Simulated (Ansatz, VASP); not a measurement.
**Ti2H in VASP and in Ansatz**

```xyz
6
Lattice="4.0528 0.0000 0.0000 0.0000 4.0528 0.0000 0.0000 0.0000 4.0528" Properties=species:S:1:pos:R:3 pbc="T T T"
Ti    1.0132    3.0396    1.0132
Ti    3.0396    1.0132    1.0132
Ti    1.0132    1.0132    3.0396
Ti    3.0396    3.0396    3.0396
H     0.0000    0.0000    0.0000
H     2.0264    2.0264    2.0264
```

The cell comes from a database or a generator and needn't be the stable form of this composition.

Alike in both runs: task single point; functional PBEsol; k mesh 6 × 6 × 6; occupations fermi-dirac, width 0.1 eV; no spin polarisation.

|  | VASP | Ansatz |
| --- | --- | --- |
| version | VASP 6.6.1 | Ansatz 0.2.0 |
| potentials or method | VASP PAW PBE potentials, release 64 (Ti_sv, H) | plane waves, PAW |
| plane-wave cutoff (eV) | 520 | 463 |
| valence electrons in the cell | 50 | 50 |

|  | VASP | Ansatz | Ansatz less VASP |
| --- | --- | --- | --- |
| pressure (GPa) | 14.5 | 14.8 | +0.26 |

Caveats: the PAW data sets were made with another functional, which shifts forces and pressure a little (VASP).
